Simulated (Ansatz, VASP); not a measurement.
# BeTe: VASP and Ansatz over several settings

```
Te Be
1.0
     0.00000    2.80645    2.80645
     2.80645    0.00000    2.80645
     2.80645    2.80645    0.00000
Te Be
1 1
Direct
  0.75000 0.75000 0.75000
  0.00000 0.00000 0.00000
```

Single points on this cell with VASP 6.6.1 and Ansatz 0.2.0. Each row is one pair of runs. Alike in all rows: spin: off; k mesh: 8 × 8 × 8; smearing: fermi-dirac, width 0.05 eV.

```csv
level,"VASP's potentials, cutoff","Ansatz's potentials, cutoff","gap on the k mesh at the Fermi level (eV), VASP","gap on the k mesh at the Fermi level (eV), Ansatz","least direct gap on the mesh (eV), VASP","least direct gap on the mesh (eV), Ansatz","pressure (GPa), VASP","pressure (GPa), Ansatz"
r2SCAN,"VASP PAW PBE potentials, release 64 (Te, Be), 520 eV","Ansatz PAW, 500 eV",?,2.32,?,4.02,?,1.5
LDA,"VASP PAW LDA potentials, release 64 (Te, Be), 520 eV","Ansatz PAW, 420 eV",1.85,1.86,3.58,3.61,-1.6,-1.9
RPBE+D4,"VASP PAW PBE potentials, release 64 (Te, Be), 520 eV","Ansatz PAW, 420 eV",2.04,2.06,3.63,3.65,-1.6,-1.7
PBE exchange alone,"VASP PAW PBE potentials, release 64 (Te, Be), 520 eV","Ansatz PAW, 420 eV",2.20,2.21,3.68,3.69,9.5,9.3
```

**Question.** Fill in what VASP gave in row 1.

**Answer.** gap on the k mesh at the Fermi level (eV): 2.31; least direct gap on the mesh (eV): 4.00; pressure (GPa): 1.7.

Caveats: spin-orbit coupling is left out, which moves the levels of the heavy elements; the PAW data sets were made with another functional, which shifts forces and pressure a little (VASP); the PAW data sets come from PBE, with cores solved anew for the run's functional, which leaves a small shift of forces and pressure (Ansatz).
